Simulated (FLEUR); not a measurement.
# PbSe (Clausthalite) under changes of volume

One of the cells (28.671 Å³/atom); the others are scaled copies at fixed shape and fractional positions:

```
Pb Se
1.0
     0.00000    3.06065    3.06065
     3.06065    0.00000    3.06065
     3.06065    3.06065    0.00000
Pb Se
1 1
Direct
  0.00000 0.00000 0.00000
  0.50000 0.50000 0.50000
```

- Program: FLEUR MaX-R8.1 (later development tree)
- Functional: LDA
- Potentials or basis: all-electron
- Basis: FLAPW
- Kmax: 4.1 1/bohr
- k mesh: 8 × 8 × 8
- Occupations: fermi-dirac, width 0.05 eV
- Spin: no spin polarisation

```tsv
volume (Å³/atom)	energy over the lowest point (meV/atom)	gap on the mesh (eV)
26.951	?	?
27.524	0.00	0.05
28.671	7.81	0.19
29.818	29.49	0.31
30.391	44.66	0.36
```

Problem. What does the run at 26.951 Å³/atom give?

Solution. Energy over the lowest point 2.22 meV/atom; gap on the mesh 0.03 eV.

Worked out: A Birch-Murnaghan fit of order 2 (a polynomial in V^(-2/3)) to the other rows has its minimum at 27.53 Å³/atom with B0 = V·E''(V) = 57 GPa. It gives 2.25 meV/atom at 26.951 Å³/atom, against the run's 2.22.

Energies are extrapolated to zero smearing.

Caveats: spin-orbit coupling is left out, which as a rule narrows the gap of such compounds by several tenths of an eV.

A mesh can miss the band edges.
